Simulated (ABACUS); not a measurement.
# PbSe (Cmcm) in ABACUS: equation of state

Aim: energy against volume of PbSe in PBEsol, for its equilibrium volume and stiffness.

Program: ABACUS 3.10.1. These are calculated values, not measurements. Logs are shortened: lines on timing, memory, paths and dates and some standing lists are left out, and cuts for length are marked.

### Step 1. Starting point

It takes space group Cmcm (No. 63, orthorhombic). The conventional cell has a = 4.310 Å, b = 12.268 Å, c = 4.450 Å, α = 90.00°, β = 90.00°, γ = 90.00°. Pb (site symmetry m2m) is surrounded by 5 Se at 2.82 to 3.10 Å. Se (site symmetry m2m) is surrounded by 5 Pb at 2.82 to 3.10 Å.

Measurements of this composition are mostly on another form, of space group No. 225.

### Step 2. Equation of state, PBEsol, 27.65 Å³/atom (volume scaled by 0.94)

The input, INPUT:

```
INPUT_PARAMETERS
suffix              PbSe
calculation         scf
basis_type          pw
pseudo_dir          ./
symmetry            1
dft_functional      pbesol
ecutwfc             87
pseudo_rcut         7
nspin               1
nbands              36
ks_solver           dav
smearing_method     fd
smearing_sigma      0.00367493
scf_thr             1e-08
scf_nmax            100
mixing_type         broyden
mixing_beta         0.7
cal_force           1
cal_stress          1
kpar                4
```

The input, STRU:

```
ATOMIC_SPECIES
Pb 207.2000 Pb.upf
Se 78.9710 Se.upf

LATTICE_CONSTANT
1.8897261246

LATTICE_VECTORS
2.1108871736 -6.0087296157 0.0000000000
2.1108871736 6.0087296157 0.0000000000
0.0000000000 0.0000000000 4.3596416781

ATOMIC_POSITIONS
Direct

Pb
0.0
2
0.3682392700 0.6317607300 0.2500000000 1 1 1
0.6317607300 0.3682392700 0.7500000000 1 1 1

Se
0.0
2
0.1387100400 0.8612899600 0.2500000000 1 1 1
0.8612899600 0.1387100400 0.7500000000 1 1 1
```

The input, KPT:

```
K_POINTS
0
Gamma
7 7 6 0 0 0
```

Potentials or basis: PseudoDojo NC SR 0.4.1 PBEsol standard, plane waves.

The run is started by

```console
$ OMP_NUM_THREADS=1 mpirun -np 4 abacus > log
```

running log:

```text
ABACUS v3.10.1

               Atomic-orbital Based Ab-initio Computation at UStc

 ------------------------------------------------------------------------------------

 READING GENERAL INFORMATION
                           global_out_dir = OUT.PbSe/
                           global_in_card = INPUT
                               pseudo_dir = ./
                              orbital_dir =
                                    DSIZE = 4
                                    GSIZE = 1

 READING UNITCELL INFORMATION
                                    ntype = 2
                  lattice constant (Bohr) = 1.88973
              lattice constant (Angstrom) = 1

 READING ATOM TYPE 1
                               atom label = Pb
                      L=0, number of zeta = 1
                      L=1, number of zeta = 1
                      L=2, number of zeta = 1
             number of atom for this type = 2

 READING ATOM TYPE 2
                               atom label = Se
                      L=0, number of zeta = 1
                      L=1, number of zeta = 1
                      L=2, number of zeta = 1
             number of atom for this type = 2

                        TOTAL ATOM NUMBER = 4
DIRECT COORDINATES
    atom                   x                   y                   z     mag                  vx                  vy                  vz
taud_Pb1            0.3682392700        0.6317607300        0.2500000000  0.0000        0.0000000000        0.0000000000        0.0000000000
taud_Pb2            0.6317607300        0.3682392700        0.7500000000  0.0000        0.0000000000        0.0000000000        0.0000000000
taud_Se1            0.1387100400        0.8612899600        0.2500000000  0.0000        0.0000000000        0.0000000000        0.0000000000
taud_Se2            0.8612899600        0.1387100400        0.7500000000  0.0000        0.0000000000        0.0000000000        0.0000000000

                          Volume (Bohr^3) = 746.32
                             Volume (A^3) = 110.593

 Lattice vectors: (Cartesian coordinate: in unit of a_0)
             +2.11089            -6.00873                  +0
             +2.11089            +6.00873                  +0
                   +0                  +0            +4.35964
 Reciprocal vectors: (Cartesian coordinate: in unit of 2 pi/a_0)
            +0.236867          -0.0832123                  +0
            +0.236867          +0.0832123                  -0
                   -0                  -0           +0.229377
 The esolver type has been set to : ksdft_pw

                PAO radial cut off (Bohr) = 7

 Read in pseudopotential file is Pb.upf
                     pseudopotential type = NC
          exchange-correlation functional = PBESOL
                 nonlocal core correction = 1
                        valence electrons = 14
                                     lmax = 2
                           number of zeta = 3
                     number of projectors = 6
                           L of projector = 0
                           L of projector = 0
                           L of projector = 1
                           L of projector = 1
                           L of projector = 2
                           L of projector = 2
                PAO radial cut off (Bohr) = 7

 Read in pseudopotential file is Se.upf
                     pseudopotential type = NC
          exchange-correlation functional = PBESOL
                 nonlocal core correction = 1
                        valence electrons = 16
                                     lmax = 2
                           number of zeta = 3
                     number of projectors = 6
                           L of projector = 0
                           L of projector = 0
                           L of projector = 1
                           L of projector = 1
                           L of projector = 2
                           L of projector = 2
     initial pseudo atomic orbital number = 36

 SETUP THE ELECTRONS NUMBER
            electron number of element Pb = 14
      total electron number of element Pb = 28
            electron number of element Se = 16
      total electron number of element Se = 32
            AUTOSET number of electrons:  = 60
                           occupied bands = 30
                                   NBANDS = 36
                                   NLOCAL = 36

%%%%%%%%%%%%%%%%%%%%%%%%%%%%%%%%%%%%%%%%%%%%%%%%%%%%%%%%%%%%%%%%%%%%%%%%%%%%%%%%%%%%%%%%%%%%%%%%%%%%%%%%%%
 Warning: the number of valence electrons in pseudopotential > 4 for Pb: [Xe] 4f14 5d10 6s2 6p2
 Warning: the number of valence electrons in pseudopotential > 6 for Se: [Ar] 3d10 4s2 4p4
 Pseudopotentials with additional electrons can yield (more) accurate outcomes, but may be less efficient.
 If you're confident that your chosen pseudopotential is appropriate, you can safely ignore this warning.
%%%%%%%%%%%%%%%%%%%%%%%%%%%%%%%%%%%%%%%%%%%%%%%%%%%%%%%%%%%%%%%%%%%%%%%%%%%%%%%%%%%%%%%%%%%%%%%%%%%%%%%%%%

 SETUP THE PLANE WAVE BASIS
 energy cutoff for charge/potential (unit:Ry) = 348
            fft grid for charge/potential = [ 72, 72, 50 ]
                        fft grid division = [ 1, 1, 1 ]
        big fft grid for charge/potential = [ 72, 72, 50 ]
                                     nbxx = 259200
                                     nrxx = 259200

 SETUP PLANE WAVES FOR CHARGE/POTENTIAL
                    number of plane waves = 81861
                         number of sticks = 2505

 PARALLEL PW FOR CHARGE/POTENTIAL
     PROC   COLUMNS(POT)             PW
        1           2505          81861
 --------------- sum -------------------
        1           2505          81861
                            number of |g| = 11002
                                  max |g| = 31.4775
                                  min |g| = 0

----------- Double Check Mixing Parameters Begin ------------
[... 32 lines left out ...]
              PURE POINT GROUP OPERATIONS = 4
                   SPACE GROUP OPERATIONS = 8
                                       C2 = 1
                                       C3 = 0
                                       C4 = 0
                                       C6 = 0
                                       S1 = 1
                                       S3 = 0
                                       S4 = 0
                                       S6 = 0
                              POINT GROUP = C_2h
                                       C2 = 3
                                       C3 = 0
                                       C4 = 0
                                       C6 = 0
                                       S1 = 3
                                       S3 = 0
                                       S4 = 0
                                       S6 = 0
               POINT GROUP IN SPACE GROUP = D_2h

 SETUP K-POINTS
                                    nspin = 1
                   Input type of k points = Monkhorst-Pack(Gamma)
                                   nkstot = 294
                       right hand lattice = 1
(for reciprocal lattice: )
                             BRAVAIS TYPE = 11
                     BRAVAIS LATTICE NAME = 11. Orthorhombic C (base-centered)
                                    ibrav = 11
                       right hand lattice = 1
(for k-lattice: )
                             BRAVAIS TYPE = 11
                     BRAVAIS LATTICE NAME = 11. Orthorhombic C (base-centered)
                                    ibrav = 11
                       right hand lattice = 1
                        ROTATION MATRICES = 8
                               nkstot_ibz = 64
K-POINTS REDUCTION ACCORDING TO SYMMETRY
     IBZ    DIRECT_X    DIRECT_Y    DIRECT_Z  WEIGHT  ibz2bz
       1  0.00000000  0.00000000  0.00000000  0.0034       0
       2  0.14285714  0.00000000  0.00000000  0.0136       1
       3  0.28571429  0.00000000  0.00000000  0.0136       2
       4  0.42857143  0.00000000  0.00000000  0.0136       3
       5  0.14285714  0.14285714  0.00000000  0.0068       8
       6  0.28571429  0.14285714  0.00000000  0.0136       9
[... 22 lines left out ...]
      29 -0.28571429  0.42857143  0.16666667  0.0272      67
      30 -0.28571429  0.28571429  0.16666667  0.0136      68
[... 34 further k points ...]

                               nkstot now = 64
[... K-POINTS DIRECT COORDINATES: 64 rows ...]

           k-point number in this process = 16
       minimum distributed K point number = 16
[... stars of the k points ...]

[... K-POINTS CARTESIAN COORDINATES: 16 rows ...]

[... K-POINTS DIRECT COORDINATES: 16 rows ...]

 SETUP PLANE WAVES FOR WAVE FUNCTIONS
     energy cutoff for wavefunc (unit:Ry) = 87
              fft grid for wave functions = [ 72, 72, 50 ]
                    number of plane waves = 12635
                         number of sticks = 725

 PARALLEL PW FOR WAVE FUNCTIONS
     PROC   COLUMNS(POT)             PW
        1            725          12635
 --------------- sum -------------------
        1            725          12635

 SETUP NONLOCAL PSEUDOPOTENTIALS IN PLANE WAVE BASIS
 Pb non-local projectors:
 projector 1 L=0
 projector 2 L=0
 projector 3 L=1
 projector 4 L=1
 projector 5 L=2
 projector 6 L=2
 Se non-local projectors:
 projector 1 L=0
 projector 2 L=0
 projector 3 L=1
 projector 4 L=1
 projector 5 L=2
 projector 6 L=2
      TOTAL NUMBER OF NONLOCAL PROJECTORS = 72

 Init Non-Local PseudoPotential table :
 Init Non-Local-Pseudopotential done.

                                     npwx = 10261

 Make real space PAO into reciprocal space.
       max mesh points in Pseudopotential = 701
     dq(describe PAO in reciprocal space) = 0.01
                                    max q = 1124

 number of pseudo atomic orbitals for Pb is 3
WARNING: norm of atomic wavefunction # 2 of atomic type Pb is 0.999895, renormalized
WARNING: norm of atomic wavefunction # 3 of atomic type Pb is 0.990856, renormalized

 number of pseudo atomic orbitals for Se is 3
WARNING: norm of atomic wavefunction # 2 of atomic type Se is 0.999994, renormalized
WARNING: norm of atomic wavefunction # 3 of atomic type Se is 0.999458, renormalized

 -------------------------------------------
 SELF-CONSISTENT
 -------------------------------------------
                                 init_chg = atomic

 PW ALGORITHM --------------- ION=   1  ELEC=   1--------------------------------

 Notice: Threshold on eigenvalues was too large.
 hsover_error=0.6 > DRHO=0.143322
 Origin diag ethr = 0.01
 New diag ethr = 0.00023887

 Density error is 0.141858223812
                          Error Threshold = 0.000238869619428
----------------------------------------------------------
     Energy           Rydberg                 eV
----------------------------------------------------------
 E_KohnSham     -765.6133377800      -10416.7038586073
 E_Harris       -762.6497965243      -10376.3828112715
 E_Fermi        0.7145656950         9.7221650471
----------------------------------------------------------
[... 63 lines left out ...]
 Density error is 9.61325175014e-09
                          Error Threshold = 7.59727817402e-10
----------------------------------------------------------
     Energy           Rydberg                 eV
----------------------------------------------------------
 E_KohnSham     -765.6554156841      -10417.2763578621
 E_KS(sigma->0) -765.6554154429      -10417.2763545805
 E_Harris       -765.6551286252      -10417.2724522251
 E_band         -59.1442224909       -804.6984296557
 E_one_elec     -343.0876688654      -4667.9472101064
 E_Hartree      198.5420597516       2701.3033052783
 E_xc           -175.1954343955      -2383.6561713642
 E_Ewald        -445.9143716924      -6066.9762751068
 E_entropy(-TS) -0.0000004824        -0.0000065630
 E_descf        0.0000000000         0.0000000000
 E_exx          0.0000000000         0.0000000000
 E_Fermi        0.7267881239         9.8884597237
----------------------------------------------------------

 charge density convergence is achieved
 final etot is -10417.276358 eV
 EFERMI = 9.8884597237 eV

 STATE ENERGY(eV) AND OCCUPATIONS    NSPIN == 1
 1/16 kpoint (Cartesian) = 0.0000 0.0000 0.0000 (10235 pws)
       1       -37.5140     0.00680272
       2       -37.5139     0.00680272
       3       -37.5108     0.00680272
       4       -37.5105     0.00680272
       5       -37.5082     0.00680272
       6       -37.5081     0.00680272
[... 218 lines left out ...]
      35        12.4235    2.60322e-24
      36        14.9146    6.00437e-46

[... levels at 10 further k points ...]

------------------------------------------------------------------------------------------
 TOTAL-FORCE (eV/Angstrom)
------------------------------------------------------------------------------------------
                       Pb1         0.0000000000        -0.3527492523         0.0000000000
                       Pb2         0.0000000000         0.3527492523         0.0000000000
                       Se1         0.0000000000         0.3304947919         0.0000000000
                       Se2         0.0000000000        -0.3304947919         0.0000000000
------------------------------------------------------------------------------------------

----------------------------------------------------------------
 TOTAL-STRESS (KBAR)
----------------------------------------------------------------
        14.0905523222         0.0000000000         0.0000000000
        -0.0000000000        17.3546011113         0.0000000000
         0.0000000000         0.0000000000        13.2612473111
----------------------------------------------------------------
 TOTAL-PRESSURE: 14.902134 KBAR

 --------------------------------------------
 !FINAL_ETOT_IS -10417.2763578620524640 eV
 --------------------------------------------
```

Wall time 2 min (4 MPI ranks of Intel Xeon Platinum 8488C (Sapphire Rapids), shared host); peak memory 1.1 GiB.

What came out:

```yaml
Free_energy: -10417.2764 eV
Pressure: 1.5 GPa
Largest_force: 0.353 eV/Å
Band_gap_on_the_k_mesh: 0.85 eV, indirect (least direct gap 0.91 eV)
```

Caveat: spin-orbit coupling is left out, which as a rule narrows the gap of such compounds by several tenths of an eV; an odd mesh through Γ misses points on the zone boundary, where band edges often lie.

### Step 3. Equation of state, PBEsol, 28.24 Å³/atom (volume scaled by 0.96)

INPUT is that of step 2.

STRU: that of step 2 with these lines changed.

```diff
@@ -8,5 +8,5 @@
 LATTICE_VECTORS
-2.1108871736 -6.0087296157 0.0000000000
-2.1108871736 6.0087296157 0.0000000000
-0.0000000000 0.0000000000 4.3596416781
+2.1257530660 -6.0510460072 0.0000000000
+2.1257530660 6.0510460072 0.0000000000
+0.0000000000 0.0000000000 4.3903443916
```

KPT is that of step 2.

Potentials or basis: PseudoDojo NC SR 0.4.1 PBEsol standard, plane waves.

The run is started by

```console
$ OMP_NUM_THREADS=1 mpirun -np 4 abacus > log
```

Wall time 2.3 min (4 MPI ranks of Intel Xeon Platinum 8488C (Sapphire Rapids), shared host); peak memory 1.2 GiB.

Results (log left out):

| Quantity | Value |
| --- | --- |
| Free energy | -10417.2894 eV |
| Pressure | 0.3 GPa |
| Largest force | 0.234 eV/Å |
| Band gap on the k mesh | 0.89 eV, indirect (least direct gap 0.91 eV) |

Caveat: spin-orbit coupling is left out, which as a rule narrows the gap of such compounds by several tenths of an eV; an odd mesh through Γ misses points on the zone boundary, where band edges often lie.

(Continued in part 2 of 2.)
